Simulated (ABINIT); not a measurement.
Au:

```
Au
1.0
     2.90000    0.00000    0.00000
    -1.45000    2.51147    0.00000
     0.00000    0.00000    4.88000
Au
2
Cartesian
  1.4500 0.8372 1.2200
  0.0000 1.6743 3.6600
```

This isn't the form of Au at room conditions, which is fcc.

- Program: ABINIT 10.8.3 (patched build)
- Task: relaxation of cell and atoms
- Functional: PBEsol
- Potentials or basis: JTH PAW PBE v2.0
- Cutoff: 653 eV
- k mesh: 11 × 11 × 6
- Occupations: fermi-dirac, width 0.05 eV
- Spin: no spin polarisation

At the start: pressure -6.0 GPa; volume 17.77 Å³/atom.

Question: Where does the relaxation end?

Answer: Over 6 steps the energy falls by 13.7 meV/atom and the volume is 17.08 Å³/atom (-3.9 %); space group P6_3/mmc (No. 194, to 0.05 Å).

Step by step:
| step | energy change (eV) | largest force (eV/Å) | pressure (GPa) | volume (Å³) |
| --- | --- | --- | --- | --- |
| 1 | 0.0000 | 0.0000 | -5.99 | 35.54 |
| 2 | -0.0190 | 0.0000 | -3.32 | 34.90 |
| 3 | -0.0269 | 0.0000 | 0.30 | 34.12 |
| 4 | -0.0272 | 0.0000 | 0.06 | 34.16 |
| 5 | -0.0274 | 0.0000 | -0.10 | 34.19 |
| 6 | -0.0274 | 0.0000 | 0.00 | 34.17 |

Final structure:
```xyz
2
Lattice="2.8731 0.0000 0.0000 -1.4366 2.4882 0.0000 0.0000 0.0000 4.7794" Properties=species:S:1:pos:R:3 pbc="T T T"
Au    1.4366    0.8294    1.1949
Au    0.0000    1.6588    3.5846
```

Caveat: the PAW data sets were made with another functional, which shifts forces and pressure a little.
